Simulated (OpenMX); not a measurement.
Crystal: MnS.

```xyz
2
Lattice="0.0000 2.4735 2.4735 2.4735 0.0000 2.4735 2.4735 2.4735 0.0000" Properties=species:S:1:pos:R:3 pbc="T T T"
Mn    0.0000    0.0000    0.0000
S     3.7102    3.7102    3.7102
```

The cell is a database's computed one.

- Program: OpenMX 3.8.5
- Task: single point
- Functional: PBE
- Potentials or basis: OpenMX 2013 PBE set, Mn6.0-s3p2d2, S7.0-s2p2d1f1, grid cutoff 400 Ry
- k mesh: 9 × 9 × 9
- Occupations: fermi-dirac, width 0.05 eV
- Spin: collinear spin, ferromagnetic start
- Starting moments: [4.0, 0.0] μB

On this cell: pressure 5.3 GPa; largest force zero by symmetry; net moment 0.24 μB per cell; site moments Mn +0.25; S -0.01 μB; band gap on the k mesh none (metal or under the smearing width).

The same run follows on a disturbed copy (atoms moved at random, drawn with an rms of 0.05 Å):

```
Mn S
1.0
     0.00000    2.47346    2.47346
     2.47346    0.00000    2.47346
     2.47346    2.47346    0.00000
Mn S
1 1
Direct
  0.00349 0.99627 0.00136
  0.72711 0.73210 0.76250
```

Q: What changes?

A: The energy (extrapolated to zero smearing) moves by +39.6 meV/atom; pressure 6.3 GPa; largest force 1.547 eV/Å; net moment 0.25 μB per cell; site moments Mn +0.26; S -0.01 μB; band gap on the k mesh none (metal or under the smearing width).

Forces in eV/Å, atoms in the order of the input:
```
Mn   0.143 -0.562 -1.434
S   -0.131  0.514  1.436
```

Caveats: the moment fell far below its start of 4 μB, so a state of higher moment may lie lower in energy; the basis of atomic orbitals isn't converged, which shifts pressures, moduli and gaps; semilocal functionals often make such compounds metallic where correlation or magnetic order opens a gap, which also shifts bond lengths.
